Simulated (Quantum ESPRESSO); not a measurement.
# Al2O3 under changes of volume

One of the cells (11.946 Å³/atom); the others are scaled copies at fixed shape and fractional positions:

```
Al O
1.0
     3.01748    0.00000    0.00000
    -1.50874    2.61322    0.00000
     0.00000    0.00000    7.57464
Al O
2 3
Direct
  0.00000 0.00000 0.72205
  0.00000 0.00000 0.27795
  0.00000 0.00000 0.50000
  0.66667 0.33333 0.80055
  0.33333 0.66667 0.19945
```

Measurements of this composition are mostly on another form, of space group No. 167.

| Item | Value |
| --- | --- |
| Program | Quantum ESPRESSO 7.5 |
| Functional | PBEsol |
| Potentials or basis | GBRV 1.5 PBEsol |
| Cutoff | 612 eV |
| Density cutoff | 4898 eV |
| k mesh | 10 × 10 × 4 |
| Occupations | fermi-dirac, width 0.05 eV |
| Spin | no spin polarisation |

```csv
volume (Å³/atom),energy over the lowest point (meV/atom),pressure (GPa),gap on the mesh (eV),largest force (eV/Å)
11.229,11.84,7.9,2.66,0.532
11.468,?,?,?,?
11.707,0.00,0.1,2.36,0.098
11.946,2.17,-3.2,2.22,0.160
12.185,9.02,-6.2,2.08,0.312
12.424,20.11,-8.8,1.95,0.453
12.662,35.01,-11.3,1.82,0.611
```

Question: What does the run at 11.468 Å³/atom give?

Answer: Energy over the lowest point 3.04 meV/atom; pressure 3.8 GPa; gap on the mesh 2.51 eV; largest force 0.307 eV/Å.

Worked out: A Birch-Murnaghan fit of order 3 (a polynomial in V^(-2/3)) to the other rows has its minimum at 11.72 Å³/atom with B0 = V·E''(V) = 170 GPa and B' = 3.9 at fixed shape and positions, which overstates the stiffness. It gives 3.05 meV/atom at 11.468 Å³/atom, against the run's 3.04, and -dE/dV = 3.9 GPa, against 3.8. A straight line through the other rows of the gap, of slope -6.99 eV per unit of ln V (its deformation potential), gives 2.51 eV, against the run's 2.51.

Energies are extrapolated to zero smearing.

A mesh can miss the band edges.
